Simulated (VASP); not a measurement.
# AlNi, self-consistent run: which settings are enough?

AlNi, P4mm (no. 99), 2 atoms in the cell. LDA; PAW potentials Ni, Al (LDA set). VASP 6.6.1. The cell is changed on purpose: last atom moved by 0.04 Å along z, cell strained by +1.5% along z.

Wanted: energy within 2 meV/atom; forces within 0.01 eV/Å; site moments within 0.03 μB.

What the run is for: forces; Accuracy asked: standard.

POSCAR:
```
AlNi
1.0
    2.8810000000      0.0000000000      0.0000000000
    0.0000000000      2.8810000000      0.0000000000
    0.0000000000      0.0000000000      2.9242150000
Ni Al
1 1
Direct
    0.5000000000      0.5000000000      0.5000000000
    0.0000000000      0.0000000000      0.0138840700
```

The series start from Plane-wave cutoff (eV): 350; Smearing width (eV): 0.03; k-point mesh: 13 × 13 × 12; Precision mode (PREC): Accurate; Electronic threshold (eV): 1e-6; Bands in all (NBANDS): 19; Highest l that the mixer handles (LMAXMIX): 4; Electronic algorithm: ALGO=Normal; Use of symmetry (ISYM): defaults; Support grid and gradient cutoff: ADDGRID=False GGA_COMPAT=False; Density mixing: defaults. Each series keeps the choices made before it, and each single choice may use up half of a tolerance.

## Plane-wave cutoff (eV)

| Plane-wave cutoff (eV) | Energy less reference (meV/atom) | Forces, largest deviation (eV/Å) | Site moments, largest deviation (μB) | SCF iterations | Time (s) |
|---|---|---|---|---|---|
| 220 | 83.7 | 0.018 | 0.000 | 14 | 4.3 |
| 270 | 2.0 | 0.002 | 0.000 | 14 | 7.8 |
| 310 | -3.2 | 0.001 | 0.000 | 14 | 10 |
| 350 | -2.7 | 0.001 | 0.000 | 14 | 13 |
| 400 | -0.9 | 0.001 | 0.000 | 14 | 13 |
| 470 | -0.1 | 0.000 | 0.000 | 14 | 15 |
| 570 | 0.0 | 0.000 | 0.000 | 14 | 14 |
| 710 (reference) | 0.0 | 0.000 | 0.000 | 14 | 27 |

## Smearing width (eV)

| Smearing width (eV) | Energy less reference (meV/atom) | Forces, largest deviation (eV/Å) | Site moments, largest deviation (μB) | SCF iterations | Time (s) |
|---|---|---|---|---|---|
| 0.15 | 0.2 | 0.000 | 0.000 | 14 | 12 |
| 0.1 | 0.0 | 0.001 | 0.000 | 14 | 12 |
| 0.07 | -0.1 | 0.001 | 0.000 | 14 | 12 |
| 0.05 | -0.1 | 0.000 | 0.000 | 14 | 11 |
| 0.03 | 0.0 | 0.000 | 0.000 | 14 | 13 |
| 0.02 (reference) | 0.0 | 0.000 | 0.000 | 14 | 11 |

## k-point mesh

| k-point mesh | Energy less reference (meV/atom) | Forces, largest deviation (eV/Å) | Site moments, largest deviation (μB) | SCF iterations | Time (s) |
|---|---|---|---|---|---|
| 4 × 4 × 4 | -23.3 | 0.007 | 0.000 | 14 | 2.3 |
| 5 × 5 × 5 | 14.8 | 0.001 | 0.001 | 13 | 2.3 |
| 7 × 7 × 7 | -6.8 | 0.001 | 0.000 | 14 | 4.0 |
| 8 × 8 × 8 | 0.1 | 0.001 | 0.000 | 14 | 6.2 |
| 10 × 10 × 10 | -1.2 | 0.000 | 0.000 | 14 | 9.0 |
| 13 × 13 × 12 | 0.0 | 0.000 | 0.000 | 14 | 12 |
| 15 × 15 × 15 | 0.3 | 0.000 | 0.000 | 14 | 18 |
| 18 × 18 × 18 (reference) | 0.0 | 0.000 | 0.000 | 14 | 31 |

## Precision mode (PREC)

| Precision mode (PREC) | Energy less reference (meV/atom) | Forces, largest deviation (eV/Å) | Site moments, largest deviation (μB) | SCF iterations | Time (s) |
|---|---|---|---|---|---|
| Low | -2.0 | 0.000 | 0.000 | 14 | 5.5 |
| SingleN | 1.8 | 0.000 | 0.000 | 14 | 5.7 |
| Normal | -0.1 | 0.000 | 0.000 | 14 | 5.6 |
| Accurate (reference) | 0.0 | 0.000 | 0.000 | 14 | 12 |

## Electronic threshold (eV)

| Electronic threshold (eV) | Energy less reference (meV/atom) | Forces, largest deviation (eV/Å) | Site moments, largest deviation (μB) | SCF iterations | Time (s) |
|---|---|---|---|---|---|
| 0.001 | -0.1 | 0.000 | 0.006 | 10 | 4.5 |
| 0.0001 | 0.0 | 0.000 | 0.000 | 12 | 5.0 |
| 1e-5 | 0.0 | 0.000 | 0.000 | 13 | 5.4 |
| 1e-6 | 0.0 | 0.000 | 0.000 | 14 | 5.6 |
| 1e-7 | 0.0 | 0.000 | 0.000 | 15 | 5.9 |
| 1e-8 (reference) | 0.0 | 0.000 | 0.000 | 17 | 6.3 |

## Bands in all (NBANDS)

| Bands in all (NBANDS) | Energy less reference (meV/atom) | Forces, largest deviation (eV/Å) | Site moments, largest deviation (μB) | SCF iterations | Time (s) |
|---|---|---|---|---|---|
| 10 | 0.0 | 0.000 | 0.002 | 10 | 2.6 |
| 11 | 0.0 | 0.000 | 0.002 | 10 | 2.7 |
| 13 | 0.0 | 0.000 | 0.002 | 10 | 3.1 |
| 15 | 0.0 | 0.000 | 0.002 | 10 | 3.4 |
| 19 | 0.0 | 0.000 | 0.001 | 10 | 4.5 |
| 29 (reference) | 0.0 | 0.000 | 0.000 | 10 | 6.0 |

## Highest l that the mixer handles (LMAXMIX)

| Highest l that the mixer handles (LMAXMIX) | Energy less reference (meV/atom) | Forces, largest deviation (eV/Å) | Site moments, largest deviation (μB) | SCF iterations | Time (s) |
|---|---|---|---|---|---|
| 2 | 0.0 | 0.000 | 0.002 | 10 | 2.6 |
| 4 | 0.0 | 0.000 | 0.000 | 10 | 2.6 |
| 6 (reference) | 0.0 | 0.000 | 0.000 | 10 | 2.5 |

## Electronic algorithm

| Electronic algorithm | Energy less reference (meV/atom) | Forces, largest deviation (eV/Å) | Site moments, largest deviation (μB) | SCF iterations | Time (s) |
|---|---|---|---|---|---|
| ALGO=Normal | 0.0 | 0.000 | 0.000 | 10 | 2.6 |
| ALGO=Fast | 0.2 | 0.001 | 0.002 | 10 | 2.5 |
| ALGO=VeryFast | 0.0 | 0.000 | 0.003 | 17 | 3.1 |
| ALGO=All ISEARCH=1 | 0.2 | 0.003 | 0.008 | 14 | 3.5 |
| ALGO=All ISEARCH=0 | 0.2 | 0.003 | 0.008 | 14 | 3.5 |
| ALGO=Damped TIME=0.4 | 0.3 | 0.000 | 0.017 | 17 | 3.5 |
| ALGO=Damped TIME=0.1 | 1.4 | 0.002 | 0.045 | 24 | 4.3 |
| ALGO=Old Fast | 0.1 | 0.001 | 0.002 | 10 | 2.5 |

## Use of symmetry (ISYM)

| Use of symmetry (ISYM) | Energy less reference (meV/atom) | Forces, largest deviation (eV/Å) | Site moments, largest deviation (μB) | SCF iterations | Time (s) |
|---|---|---|---|---|---|
| defaults | 0.0 | 0.000 | 0.000 | 10 | 2.6 |
| ISYM=1 | 0.0 | 0.000 | 0.000 | 10 | 2.5 |
| ISYM=0 | 0.0 | 0.000 | 0.000 | 10 | 9.5 |
| ISYM=-1 | 0.0 | 0.000 | 0.000 | 10 | 18 |

## Support grid and gradient cutoff

| Support grid and gradient cutoff | Energy less reference (meV/atom) | Forces, largest deviation (eV/Å) | Site moments, largest deviation (μB) | SCF iterations | Time (s) |
|---|---|---|---|---|---|
| ADDGRID=False GGA_COMPAT=False | 0.0 | 0.000 | 0.000 | 10 | 2.6 |
| ADDGRID=True GGA_COMPAT=False | 0.1 | 0.000 | 0.000 | 10 | 2.9 |
| ADDGRID=False GGA_COMPAT=True | 0.0 | 0.000 | 0.000 | 10 | 2.5 |

## Density mixing

| Density mixing | Energy less reference (meV/atom) | Forces, largest deviation (eV/Å) | Site moments, largest deviation (μB) | SCF iterations | Time (s) |
|---|---|---|---|---|---|
| defaults | 0.0 | 0.000 | 0.000 | 10 | 2.6 |
| AMIX=0.2 BMIX=0.0001 AMIX_MAG=0.8 BMIX_MAG=0.0001 | 0.2 | 0.001 | 0.004 | 11 | 2.7 |
| AMIX_MAG=0.8 | 0.1 | 0.001 | 0.007 | 10 | 2.6 |
| AMIX_MAG=0.4 BMIX_MAG=0.0001 | 0.1 | 0.001 | 0.004 | 11 | 3.7 |
| AMIX=0.1 AMIX_MAG=0.4 | 0.2 | 0.002 | 0.008 | 12 | 4.4 |
| INIMIX=0 | 0.0 | 0.000 | 0.003 | 10 | 4.8 |
| WC=0 | 0.1 | 0.000 | 0.005 | 12 | 4.2 |
| AMIX=0.4 AMIN=0.6 IMIX=2 | crashed | crashed | crashed | 45 | 39 |

VASP's message at the runs that stop: WARNING: Sub-Space-Matrix is not hermitian in DAV            6.

## Question

The rows run from the loosest to the tightest (no order: electronic algorithm, use of symmetry, support grid and gradient cutoff, density mixing). For each series: choose the loosest value from which every tighter one stays within half of the tolerance; where there is no order, keep the first row unless others stay within half of the tolerance and take at least 30 % less time, and then take the fastest.

## Answer

- Plane-wave cutoff (eV): 400
- Smearing width (eV): 0.15
- k-point mesh: 13 × 13 × 12
- Precision mode (PREC): Normal
- Electronic threshold (eV): 0.001
- Bands in all (NBANDS): 10
- Highest l that the mixer handles (LMAXMIX): 2
- Electronic algorithm: ALGO=Normal
- Use of symmetry (ISYM): defaults
- Support grid and gradient cutoff: ADDGRID=False GGA_COMPAT=False
- Density mixing: defaults

## All choices together

| Input | Energy less reference (meV/atom) | Forces, largest deviation (eV/Å) | Site moments, largest deviation (μB) | Time (s) |
|---|---|---|---|---|
| the program's defaults (naive) | 23.4 | 0.001 | 0.003 | 1.0 |
| chosen settings | -0.5 | 0.002 | 0.005 | 2.6 |
| reference settings throughout | 0.0 | 0.000 | 0.000 | 132 |

The tolerance is met.

Values of the reference run: Forces: 0, 0, 0.1998, 0, 0, -0.1998 eV/Å; Site moments: 0, 0 μB.

## The input

INCAR:
```
SYSTEM = AlNi
GGA = CA
ISPIN = 2
MAGMOM = 1 0
LORBIT = 11
ISMEAR = -1
SIGMA = 0.15
LWAVE = .FALSE.
LCHARG = .FALSE.
ISIF = 2
PREC = Normal
LASPH = .TRUE.
LREAL = .FALSE.
ALGO = Normal
EDIFF = 0.001
NELM = 200
GGA_COMPAT = .FALSE.
ENCUT = 400
LMAXMIX = 2
KPAR = 4
NBANDS = 10
ADDGRID = .FALSE.
```

KPOINTS:
```
Automatic mesh
0
Gamma
  13 13 12
  0 0 0
```

Commands:
```
cat potpaw_LDA.64/Ni/POTCAR potpaw_LDA.64/Al/POTCAR > POTCAR
mpirun -np 4 vasp_std > vasp.out
```

The chosen input took VASP 6.6.1 2.6 s on 4 cores (Intel Xeon 6975P-C (Granite Rapids)), a shared host.

## An input that fails: cutoff far too low

It runs to its end, but against the unchanged starting input it is off by 2703.6 meV/atom in the energy, 0.037 eV/Å in the forces, 0.000 μB in the site moments.

Changes against the starting input:
```
- NELM = 200
- ENCUT = 350
+ NELM = 87
+ ENCUT = 150
```
